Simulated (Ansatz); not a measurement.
Wanted: the native input for an Ansatz 0.2.0 run.

| Quantity | Value |
| --- | --- |
| Task | relaxation of cell and atoms |
| Functional | RPBE |
| Dispersion | D3(BJ) |
| Potentials or basis | Ansatz PAW |
| Cutoff | 420 eV (not typed: the program's choice for these potentials) |
| k mesh | 6 × 6 × 4 |
| Occupations | fermi-dirac, width 0.05 eV |
| Spin | no spin polarisation |

Crystal: SiO2.

```
Si O
1.0
     4.97559    0.00000    0.00000
     0.00000    4.97559    0.00000
     0.00000    0.00000    6.90089
Si O
4 8
Direct
  0.80325 0.80325 0.50000
  0.69675 0.30325 0.25000
  0.30325 0.69675 0.75000
  0.19675 0.19675 0.00000
  0.76176 0.11039 0.43204
  0.88961 0.23824 0.06796
  0.11039 0.76176 0.56796
  0.26176 0.38961 0.81796
  0.23824 0.88961 0.93204
  0.73824 0.61039 0.31796
  0.38961 0.26176 0.18204
  0.61039 0.73824 0.68204
```

The cell comes from a database or a generator and needn't be the stable form of this composition.

The input as run:

input.yaml

```yaml
crystal:
  lattice:
    - [4.97558882, 0.0, 0.0]
    - [0.0, 4.97558882, 0.0]
    - [0.0, 0.0, 6.90088944]
  atoms:
    - { symbol: Si, position: [0.80324656, 0.80324656, 0.5] }
    - { symbol: Si, position: [0.69675344, 0.30324656, 0.25] }
    - { symbol: Si, position: [0.30324656, 0.69675344, 0.75] }
    - { symbol: Si, position: [0.19675344, 0.19675344, 0.0] }
    - { symbol: O, position: [0.76175763, 0.11038707, 0.43204156] }
    - { symbol: O, position: [0.88961293, 0.23824237, 0.06795844] }
    - { symbol: O, position: [0.11038707, 0.76175763, 0.56795844] }
    - { symbol: O, position: [0.26175763, 0.38961293, 0.81795844] }
    - { symbol: O, position: [0.23824237, 0.88961293, 0.93204156] }
    - { symbol: O, position: [0.73824237, 0.61038707, 0.31795844] }
    - { symbol: O, position: [0.38961293, 0.26175763, 0.18204156] }
    - { symbol: O, position: [0.61038707, 0.73824237, 0.68204156] }
hamiltonian:
  xc: rpbe
  pseudopotentials: { kind: paw }
  dispersion: d3bj
kpoints:
  mp_grid: { grid: [6, 6, 4] }
scf:
  occupations: { method: fermi_dirac, width: 0.05 }
output:
  forces: true
  stress: true
  eigenvalues: true
relax:
  f_tol: 0.01
  max_steps: 40
  cell: { stress_tol: 0.05 }
```

Potentials or basis: Ansatz PAW.

Launch:

```console
$ ansatz run input.yaml --threads 4 --pin off --max-ram 11264MiB --backend cpu --events-out ev --progress --plain --runs-dir out
```

It gave:

```yaml
Relaxed_volume: 12.49 Å³/atom
Relaxed_cell: a = 4.794 Å, b = 4.794 Å, c = 6.522 Å, α = 90.00°, β = 90.00°, γ = 90.00°
Space_group_after_relaxing_to_0.05_Å: P4_32_12 (No. 96)
Energy_gained_by_relaxing: 20.7 meV/atom
Ionic_steps: 12
Pressure_after_relaxing: 0.0 GPa
Band_gap_on_the_k_mesh: 5.95 eV, direct
```

Caveat: the plane-wave basis is chosen anew once the cell has moved, so the energies of steps on either side of that aren't comparable; the pressure holds a Pulay correction of +0.5 GPa for the finite cutoff; the PAW data sets come from PBE, with cores solved anew for the run's functional, which leaves a small shift of forces and pressure.

It took 57 s on 4 threads of Arm Neoverse V2, on a shared host, peak memory 0.54 GiB.
